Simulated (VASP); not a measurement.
# Cu (P6_3/mmc) in VASP: further runs, part 2 of 2

VASP 6.6.1. The steps go on from the part before.

## (5) Single point, PBE

Contents of INCAR:

```
SYSTEM = Cu
PREC = Accurate ; ENCUT = 500
EDIFF = 1E-6 ; ISMEAR = -1
SIGMA = 0.15 ; LREAL = .FALSE.
LASPH = .TRUE. ; NELM = 100
ALGO = Normal ; ISIF = 2
LWAVE = .FALSE. ; LCHARG = .FALSE.
GGA = PE ; NBANDS = 18
ADDGRID = .FALSE.
```

Contents of KPOINTS:

```
Automatic mesh
0
G
  12 12 7
  0 0 0
```

Contents of POSCAR:

```
Cu
1.0
    2.5340966698      0.0000000000      0.0000000000
   -1.2670483349      2.1945920917      0.0000000000
    0.0000000000      0.0000000000      4.1125710000
Cu
2
Direct
    0.6666666667      0.3333333333      0.7500000000
    0.3333333333      0.6666666667      0.2500000000
```

Potentials or basis: VASP PAW PBE potentials, release 64 (Cu).

Run with:

```
$ cat potpaw_PBE.64/Cu/POTCAR > POTCAR
$ mpirun -np 1 vasp_std > vasp.out
```

OUTCAR:

```text
SYSTEM = Cu
   PREC = Accurate
   ENCUT = 500
   EDIFF = 1E-6
   ISMEAR = -1
   LREAL = .FALSE.
   LASPH = .TRUE.
   NELM = 100
   ISIF = 2
   GGA = PE

 Found     76 irreducible k-points:

 Following reciprocal coordinates:
            Coordinates               Weight
  0.000000  0.000000  0.000000      1.000000
  0.083333  0.000000  0.000000      6.000000
  0.166667  0.000000  0.000000      6.000000
  0.250000 -0.000000  0.000000      6.000000
  0.333333 -0.000000  0.000000      6.000000
  0.416667 -0.000000  0.000000      6.000000
   k-points           NKPTS =     76   k-points in BZ     NKDIM =     76   number of bands    NBANDS=     18
   number of dos      NEDOS =    301   number of ions     NIONS =      2
   total plane-waves  NPLWV =   9720
   dimension x,y,z NGX =    18 NGY =   18 NGZ =   30
   dimension x,y,z NGXF=    36 NGYF=   36 NGZF=   60
   ions per type =               2
   NGX,Y,Z   is equivalent  to a cutoff of  11.81, 11.81, 12.13 a.u.
   NGXF,Y,Z  is equivalent  to a cutoff of  23.62, 23.62, 24.25 a.u.
 SYSTEM =  Cu
   PREC   = accura    normal or accurate (medium, high low for compatibility)
   ISTART =      0    job   : 0-new  1-cont  2-samecut
   ICHARG =      2    charge: 1-file 2-atom 10-const
   ISPIN  =      1    spin polarized calculation?
   LNONCOLLINEAR =      F non collinear calculations
   LSORBIT =      F    spin-orbit coupling
   LASPH  =      T    aspherical Exc in radial PAW
   ENCUT  =  500.0 eV  36.75 Ry    6.06 a.u.   4.62  4.62  7.50*2*pi/ulx,y,z
   NELM   =    100;   NELMIN=  2; NELMDL= -5     # of ELM steps
   EDIFF  = 0.1E-05   stopping-criterion for ELM
   LREAL  =      F    real-space projection
   EDIFFG = 0.1E-04   stopping-criterion for IOM
   NSW    =      0    number of steps for IOM
   IBRION =     -1    ionic relax: 0-MD 1-quasi-New 2-CG
   NFREE  =      0    steps in history (QN), initial steepest desc. (CG)
   ISIF   =      2    stress and relaxation
   ISYM   =      2    0-nonsym 1-usesym 2-fastsym
   POTIM  = 0.5000    time-step for ionic-motion
   TEBEG  =    0.0;   TEEND  =   0.0 temperature during run
   PSTRESS=    0.0 pullay stress
   NELECT =      22.0000    total number of electrons
   NUPDOWN=      -1.0000    fix difference up-down
   EMIN   =  10.00;   EMAX   =-10.00  energy-range for DOS
   EFERMI =   0.00;   METHOD = LEGACY
   ISMEAR =    -1;   SIGMA  =   0.15  broadening in eV -4-tet -1-fermi 0-gaus
   EFERMI_NEDOS =   21; number of points for ismear=-14 and -15
   IALGO  =     38    algorithm
   IMIX   =      4    mixing-type and parameters
     AMIX     =   0.40;   BMIX     =  1.00
     AMIX_MAG =   1.60;   BMIX_MAG =  1.00
  volume/ion in A,a.u.               =      11.44        77.17
  Fermi-wavevector in a.u.,A,eV,Ry     =   1.616041  3.053874 35.532800  2.611587
  Thomas-Fermi vector in A             =   2.710691
   LORBIT       =      0    0 simple, 1 ext, 2 COOP (PROOUT), +10 PAW based schemes
   GGA     = PE    functional components
   LHFCALC =     F    Hartree Fock is set to
   AEXX    =    0.0000 exact exchange contribution
   IVDW    =     0    specifies the selected vdW correction
   LEPSILON=     F    determine dielectric tensor
   LRPA    =     F    only Hartree local field effects (RPA)
 non-spin polarized calculation
  energy-cutoff  :      500.00
  volume of cell :       22.87
 maximum number of plane-waves:       592
   NGX =  9   NGY =  9   NGZ = 15

 number of electron      21.9999969 magnetization

 Free energy of the ion-electron system (eV)
  ---------------------------------------------------
  ext. energy  EPLUGINS =         0.00000000
  ---------------------------------------------------
  free energy    TOTEN  =        -7.42688463 eV

  energy without entropy =       -7.37146130  energy(sigma->0) =       -7.39917297

 E-fermi :   7.9740     XC(G=0): -12.9143

 val. band max:        7.9724112376   @ k =   0.5000  -0.0000   0.0000
 cond. band min:       8.0300714647   @ k =   0.2500   0.1667   0.4286
 fundamental gap:      0.0576602271
 Fermi energy:         7.9739785851

 k-point     1 :       0.0000    0.0000    0.0000
  band No.  band energies     occupation
      1      -1.6081      2.00000
      2       2.7377      2.00000
      3       4.8776      2.00000
      4       4.9190      2.00000
      5       4.9190      2.00000
      6       5.1424      2.00000
[... 10 lines left out ...]
     17      31.7554      0.00000
     18      31.7556      0.00000

 k-point     2 :       0.0833    0.0000    0.0000
  band No.  band energies     occupation
      1      -1.3795      2.00000
      2       2.8680      2.00000
      3       4.7373      2.00000
      4       5.0034      2.00000
      5       5.0331      2.00000
      6       5.1067      2.00000
[... 10 lines left out ...]
     17      32.7271      0.00000
     18      32.8689      0.00000

 k-point     3 :       0.1667    0.0000    0.0000
  band No.  band energies     occupation
      1      -0.7097      2.00000
      2       3.1968      2.00000
      3       4.5375      2.00000
      4       4.7224      2.00000
      5       4.9723      2.00000
      6       5.2396      2.00000
[... 10 lines left out ...]
     17      30.0133      0.00000
     18      31.8824      0.00000

 k-point     4 :       0.2500   -0.0000    0.0000
  band No.  band energies     occupation
      1       0.3399      2.00000
      2       3.4966      2.00000
      3       4.1721      2.00000
      4       4.3977      2.00000
      5       4.8895      2.00000
      6       5.0861      2.00000
[... 10 lines left out ...]
     17      26.6186      0.00000
     18      29.0024      0.00000

 k-point     5 :       0.3333   -0.0000    0.0000
  band No.  band energies     occupation
      1       1.5973      2.00000
      2       3.4982      2.00000
      3       3.7880      2.00000
      4       4.4338      2.00000
      5       4.9465      2.00000
      6       4.9747      2.00000
[... 10 lines left out ...]
     17      23.8330      0.00000
     18      27.8115      0.00000

 k-point     6 :       0.4167   -0.0000    0.0000
  band No.  band energies     occupation
      1       2.6278      2.00000
      2       3.3548      2.00000
      3       3.5652      2.00000
      4       4.6434      2.00000
      5       4.8507      2.00000
      6       4.9870      2.00000
[... 10 lines left out ...]
     17      21.5623      0.00000
     18      27.4137      0.00000

 [... further k-points ...]

------------------------ aborting loop because EDIFF is reached ----------------------------------------

  FORCE on cell =-STRESS in cart. coord.  units (eV):
  Direction    XX          YY          ZZ          XY          YZ          ZX
  --------------------------------------------------------------------------------------
  -------------------------------------------------------------------------------------
  Total        1.0893542      1.0893542      1.2749017      0.0000000     -0.0000000      0.0000000
  in kB       76.3113770     76.3113770     89.3093412      0.0000000     -0.0000000      0.0000000
  external PRESSURE =      80.6440317 kB  Pullay stress =       0.0000000 kB

 VOLUME and BASIS-vectors are now :
 -----------------------------------------------------------------------------
  energy-cutoff  :      500.00
  volume of cell :       22.87
      direct lattice vectors                 reciprocal lattice vectors
     2.534096670  0.000000000  0.000000000     0.394617937  0.227832772  0.000000000
    -1.267048335  2.194592092  0.000000000     0.000000000  0.455665544  0.000000000
     0.000000000  0.000000000  4.112571000     0.000000000  0.000000000  0.243156896

 POSITION                                       TOTAL-FORCE (eV/Angst)
 -----------------------------------------------------------------------------------
      1.26705      0.73153      3.08443         0.000000     -0.000000      0.000000
     -0.00000      1.46306      1.02814        -0.000000      0.000000      0.000000
 -----------------------------------------------------------------------------------
    total drift:                               -0.000000      0.000000     -0.000000

  FREE ENERGIE OF THE ION-ELECTRON SYSTEM (eV)
  ---------------------------------------------------
  free  energy   TOTEN  =        -7.4268846334 eV

  energy  without entropy=       -7.3714613003  energy(sigma->0) =       -7.39917297
```

Run time: 22 s. Hardware: 1 thread of AMD EPYC 7R13 (Zen 3), shared host; peak memory 0.1 GiB.

The run converged, but some of its settings lie outside the range that counts as converged, so its numbers aren't taken as properties of the crystal.

What came out:

```yaml
Free_energy: -7.4269 eV
Pressure: 8.1 GPa
Band_gap_on_the_k_mesh: none (metal or under the smearing width)
```

## (6) Single point, PBE

Changes to INCAR since step 5:

```diff
@@ -1,3 +1,3 @@
 SYSTEM = Cu
-PREC = Accurate ; ENCUT = 500
+PREC = Low ; ENCUT = 500
 EDIFF = 1E-6 ; ISMEAR = -1
```

KPOINTS is that of step 5.

POSCAR is that of step 5.

Potentials or basis: VASP PAW PBE potentials, release 64 (Cu).

Run with:

```
$ cat potpaw_PBE.64/Cu/POTCAR > POTCAR
$ mpirun -np 1 vasp_std > vasp.out
```

OUTCAR:

```text
SYSTEM = Cu
   PREC = Low
   ENCUT = 500
   EDIFF = 1E-6
   ISMEAR = -1
   LREAL = .FALSE.
   LASPH = .TRUE.
   NELM = 100
   ISIF = 2
   GGA = PE

 Found     76 irreducible k-points:

 Following reciprocal coordinates:
            Coordinates               Weight
  0.000000  0.000000  0.000000      1.000000
  0.083333  0.000000  0.000000      6.000000
  0.166667  0.000000  0.000000      6.000000
  0.250000 -0.000000  0.000000      6.000000
  0.333333 -0.000000  0.000000      6.000000
  0.416667 -0.000000  0.000000      6.000000
   k-points           NKPTS =     76   k-points in BZ     NKDIM =     76   number of bands    NBANDS=     18
   number of dos      NEDOS =    301   number of ions     NIONS =      2
   total plane-waves  NPLWV =   4704
   dimension x,y,z NGX =    14 NGY =   14 NGZ =   24
   dimension x,y,z NGXF=    16 NGYF=   16 NGZF=   24
   ions per type =               2
   NGX,Y,Z   is equivalent  to a cutoff of   9.18,  9.18,  9.70 a.u.
   NGXF,Y,Z  is equivalent  to a cutoff of  10.50, 10.50,  9.70 a.u.
 SYSTEM =  Cu
   PREC   = low       normal or accurate (medium, high low for compatibility)
   ISTART =      0    job   : 0-new  1-cont  2-samecut
   ICHARG =      2    charge: 1-file 2-atom 10-const
   ISPIN  =      1    spin polarized calculation?
   LNONCOLLINEAR =      F non collinear calculations
   LSORBIT =      F    spin-orbit coupling
   LASPH  =      T    aspherical Exc in radial PAW
   ENCUT  =  500.0 eV  36.75 Ry    6.06 a.u.   4.62  4.62  7.50*2*pi/ulx,y,z
   NELM   =    100;   NELMIN=  2; NELMDL= -5     # of ELM steps
   EDIFF  = 0.1E-05   stopping-criterion for ELM
   LREAL  =      F    real-space projection
   EDIFFG = 0.1E-04   stopping-criterion for IOM
   NSW    =      0    number of steps for IOM
   IBRION =     -1    ionic relax: 0-MD 1-quasi-New 2-CG
   NFREE  =      0    steps in history (QN), initial steepest desc. (CG)
   ISIF   =      2    stress and relaxation
   ISYM   =      2    0-nonsym 1-usesym 2-fastsym
   POTIM  = 0.5000    time-step for ionic-motion
   TEBEG  =    0.0;   TEEND  =   0.0 temperature during run
   PSTRESS=    0.0 pullay stress
   NELECT =      22.0000    total number of electrons
   NUPDOWN=      -1.0000    fix difference up-down
   EMIN   =  10.00;   EMAX   =-10.00  energy-range for DOS
   EFERMI =   0.00;   METHOD = LEGACY
   ISMEAR =    -1;   SIGMA  =   0.15  broadening in eV -4-tet -1-fermi 0-gaus
   EFERMI_NEDOS =   21; number of points for ismear=-14 and -15
   IALGO  =     38    algorithm
   IMIX   =      4    mixing-type and parameters
     AMIX     =   0.40;   BMIX     =  1.00
     AMIX_MAG =   1.60;   BMIX_MAG =  1.00
  volume/ion in A,a.u.               =      11.44        77.17
  Fermi-wavevector in a.u.,A,eV,Ry     =   1.616041  3.053874 35.532800  2.611587
  Thomas-Fermi vector in A             =   2.710691
   LORBIT       =      0    0 simple, 1 ext, 2 COOP (PROOUT), +10 PAW based schemes
   GGA     = PE    functional components
   LHFCALC =     F    Hartree Fock is set to
   AEXX    =    0.0000 exact exchange contribution
   IVDW    =     0    specifies the selected vdW correction
   LEPSILON=     F    determine dielectric tensor
   LRPA    =     F    only Hartree local field effects (RPA)
 non-spin polarized calculation
  energy-cutoff  :      500.00
  volume of cell :       22.87
 maximum number of plane-waves:       592
   NGX =  9   NGY =  9   NGZ = 15

 number of electron      22.0001587 magnetization

 Free energy of the ion-electron system (eV)
  ---------------------------------------------------
  ext. energy  EPLUGINS =         0.00000000
  ---------------------------------------------------
  free energy    TOTEN  =        -7.43412211 eV

  energy without entropy =       -7.37869949  energy(sigma->0) =       -7.40641080

 E-fermi :   7.9756     XC(G=0): -12.9129

 val. band max:        7.9737659476   @ k =   0.5000  -0.0000   0.0000
 cond. band min:       8.0316381165   @ k =   0.2500   0.1667   0.4286
 fundamental gap:      0.0578721689
 Fermi energy:         7.9755640713

 k-point     1 :       0.0000    0.0000    0.0000
  band No.  band energies     occupation
      1      -1.6065      2.00000
      2       2.7389      2.00000
      3       4.8784      2.00000
      4       4.9204      2.00000
      5       4.9206      2.00000
      6       5.1439      2.00000
[... 10 lines left out ...]
     17      31.7568      0.00000
     18      31.7575      0.00000

 k-point     2 :       0.0833    0.0000    0.0000
  band No.  band energies     occupation
      1      -1.3779      2.00000
      2       2.8692      2.00000
      3       4.7385      2.00000
      4       5.0050      2.00000
      5       5.0342      2.00000
      6       5.1082      2.00000
[... 10 lines left out ...]
     17      32.7296      0.00000
     18      32.8707      0.00000

 k-point     3 :       0.1667    0.0000    0.0000
  band No.  band energies     occupation
      1      -0.7081      2.00000
      2       3.1980      2.00000
      3       4.5389      2.00000
      4       4.7240      2.00000
      5       4.9737      2.00000
      6       5.2412      2.00000
[... 10 lines left out ...]
     17      30.0148      0.00000
     18      31.8839      0.00000

 k-point     4 :       0.2500   -0.0000    0.0000
  band No.  band energies     occupation
      1       0.3415      2.00000
      2       3.4977      2.00000
      3       4.1737      2.00000
      4       4.3991      2.00000
      5       4.8908      2.00000
      6       5.0877      2.00000
[... 10 lines left out ...]
     17      26.6205      0.00000
     18      29.0040      0.00000

 k-point     5 :       0.3333   -0.0000    0.0000
  band No.  band energies     occupation
      1       1.5989      2.00000
      2       3.4995      2.00000
      3       3.7896      2.00000
      4       4.4352      2.00000
      5       4.9481      2.00000
      6       4.9758      2.00000
[... 10 lines left out ...]
     17      23.8347      0.00000
     18      27.8133      0.00000

 k-point     6 :       0.4167   -0.0000    0.0000
  band No.  band energies     occupation
      1       2.6293      2.00000
      2       3.3561      2.00000
      3       3.5668      2.00000
      4       4.6447      2.00000
      5       4.8523      2.00000
      6       4.9887      2.00000
[... 10 lines left out ...]
     17      21.5636      0.00000
     18      27.4156      0.00000

 [... further k-points ...]

------------------------ aborting loop because EDIFF is reached ----------------------------------------

  FORCE on cell =-STRESS in cart. coord.  units (eV):
  Direction    XX          YY          ZZ          XY          YZ          ZX
  --------------------------------------------------------------------------------------
  -------------------------------------------------------------------------------------
  Total        1.0702836      1.0702836      1.3316733      0.0000000     -0.0000000      0.0000000
  in kB       74.9754480     74.9754480     93.2862991      0.0000000     -0.0000000      0.0000000
  external PRESSURE =      81.0790650 kB  Pullay stress =       0.0000000 kB

 VOLUME and BASIS-vectors are now :
 -----------------------------------------------------------------------------
  energy-cutoff  :      500.00
  volume of cell :       22.87
      direct lattice vectors                 reciprocal lattice vectors
     2.534096670  0.000000000  0.000000000     0.394617937  0.227832772  0.000000000
    -1.267048335  2.194592092  0.000000000     0.000000000  0.455665544  0.000000000
     0.000000000  0.000000000  4.112571000     0.000000000  0.000000000  0.243156896

 POSITION                                       TOTAL-FORCE (eV/Angst)
 -----------------------------------------------------------------------------------
      1.26705      0.73153      3.08443        -0.000000      0.000000      0.000000
     -0.00000      1.46306      1.02814         0.000000      0.000000      0.000000
 -----------------------------------------------------------------------------------
    total drift:                               -0.000000      0.000000     -0.000000

  FREE ENERGIE OF THE ION-ELECTRON SYSTEM (eV)
  ---------------------------------------------------
  free  energy   TOTEN  =        -7.4341221053 eV

  energy  without entropy=       -7.3786994868  energy(sigma->0) =       -7.40641080
```

OSZICAR:

```text
N       E                     dE             d eps       ncg     rms          rms(c)
DAV:   1     0.120043217397E+03    0.12004E+03   -0.10416E+04  2976   0.216E+03
DAV:   2    -0.338780817175E+01   -0.12343E+03   -0.11699E+03  2744   0.282E+02
DAV:   3    -0.922517868810E+01   -0.58374E+01   -0.56592E+01  3058   0.840E+01
DAV:   4    -0.928382852261E+01   -0.58650E-01   -0.58609E-01  3278   0.904E+00
DAV:   5    -0.928459551010E+01   -0.76699E-03   -0.76697E-03  3408   0.891E-01    0.110E+01
DAV:   6    -0.814873403537E+01    0.11359E+01   -0.10946E+01  2914   0.961E+01    0.538E+00
DAV:   7    -0.746001245220E+01    0.68872E+00   -0.21499E+00  2974   0.392E+01    0.810E-01
DAV:   8    -0.743802429029E+01    0.21988E-01   -0.15757E-02  3316   0.156E+00    0.472E-01
DAV:   9    -0.743409387020E+01    0.39304E-02   -0.62117E-03  3190   0.228E+00    0.351E-02
DAV:  10    -0.743412124796E+01   -0.27378E-04   -0.20687E-04  4192   0.208E-01    0.575E-03
DAV:  11    -0.743412243017E+01   -0.11822E-05   -0.57898E-07  2410   0.190E-02    0.297E-03
DAV:  12    -0.743412210531E+01    0.32486E-06   -0.58373E-07  1788   0.180E-02
   1 F= -.74341221E+01 E0= -.74064108E+01  d E =-.554226E-01
```

It took 20 s on 1 thread of AMD EPYC 7R13 (Zen 3), shared host; peak memory 0.09 GiB.

These settings aren't checked as converged: the numbers below hold their error.

What came out:

```
Free energy            : -7.4341 eV
Pressure               : 8.1 GPa
Band gap on the k mesh : none (metal or under the smearing width)
```

## (7) The reference run

An earlier run on the cell as given: functional PBEsol; potentials or basis VASP PAW PBE potentials, release 64 (Cu); cutoff 520 eV; k mesh 12 × 12 × 7; occupations fermi-dirac, width 0.05 eV; no spin polarisation.

- Pressure: -0.7 GPa
- Band gap on the k mesh: none (metal or under the smearing width)
